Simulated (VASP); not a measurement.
An input for Ansatz (written as the equivalent of a VASP run, and not itself run):

Ansatz 0.2 input:
```yaml
crystal:
  lattice:
    - [0.0000000, 3.0700000, 3.0700000]
    - [3.0700000, 0.0000000, 3.0700000]
    - [3.0700000, 3.0700000, 0.0000000]
  atoms:
    - { symbol: Al, position: [0.0000000, 0.0000000, 0.0000000] }
    - { symbol: Sb, position: [0.2500000, 0.2500000, 0.2500000] }
kpoints:
  mp_grid: { grid: [7, 7, 7] }
hamiltonian:
  xc: r2scan
  dispersion: rvv10
  pseudopotentials: { kind: paw }
scf:
  occupations: { method: gaussian, width: 0.05 }
  max_iter: 100
relax:
  max_steps: 60
  f_tol: 0.01
  cell: {}
output: { forces: true, stress: true, eigenvalues: true }
```

Question: Write the VASP files for the same calculation (r2SCAN+rVV10).

Answer: One answer among several that fit: 
KPOINTS:
```
Regular mesh
0
gamma
7 7 7
0 0 0
```

### INCAR
```
ALGO = Normal
BPARAM = 11.95
CPARAM = 0.0093
EDIFF = 1E-6
EDIFFG = -0.01
ENCUT = 520
IBRION = 2
ISIF = 3
ISMEAR = 0
LASPH = .True.
LCHARG = .False.
LMAXMIX = 4
LMIXTAU = .True.
LREAL = .False.
LUSE_VDW = .True.
LWAVE = .False.
METAGGA = R2SCAN
NELM = 100
NSW = 60
PREC = Accurate
SIGMA = 0.05
SYSTEM = AlSb
```

**POSCAR**
```
AlSb
1
    0.0000000000     3.0700000000     3.0700000000
    3.0700000000     0.0000000000     3.0700000000
    3.0700000000     3.0700000000     0.0000000000
Al Sb
1 1
Direct
  0.0000000000   0.0000000000   0.0000000000
  0.2500000000   0.2500000000   0.2500000000
```

POTCAR, in this order: Al Sb (PBE.64 set). Program: vasp_std.

What does not carry over: each code has its own PAW files, so the cut-off isn't converted (ENCUT is set for VASP's; basis.ecutwfc is left out, and Ansatz then takes the one that its files recommend); Ansatz stops its SCF on the density residual and VASP on the energy change (EDIFF).

The compound is AlSb in the zinc blende structure. This run relaxes it. Symmetry was kept, so distortions that lower it aren't found.
